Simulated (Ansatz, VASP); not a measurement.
One calculation of Ag, 3 ways

The starting cell:

```
CELL_PARAMETERS angstrom
0.00000 2.04275 2.04275
2.04275 0.00000 2.04275
2.04275 2.04275 0.00000
ATOMIC_POSITIONS crystal
Ag 0.00000 0.00000 0.00000
```

Alike in all runs: task relaxation of cell and atoms; functional PBEsol; k mesh 11 × 11 × 11; occupations fermi-dirac, width 0.05 eV; no spin polarisation; no spin-orbit coupling.

| program and potentials | plane-wave cutoff (eV) | notes | equilibrium volume (Å³/atom) |
| --- | --- | --- | --- |
| Ansatz, Ansatz PAW | 420 | potentials made for PBE, which Ansatz adapts in part; 19 valence electrons an atom on average | 16.61 |
| VASP, PBE PAW files Ag, 600 eV | 600 | potentials made for PBE; 11 valence electrons an atom on average | 16.58 |
| Ansatz, all-electron LAPW, scalar-relativistic | - | - | 16.61 |

The equilibrium volume spans 16.58 (VASP, PBE PAW files Ag, 600 eV) to 16.61 Å³/atom (Ansatz, Ansatz PAW), with all-electron results at 16.61. Relaxations stop with a little pressure left, so the last digit of a volume isn't settled.

The functional is the same throughout but for its coding, so the spread measures potentials, basis and numerics; runs on potential files found faulty are left out.
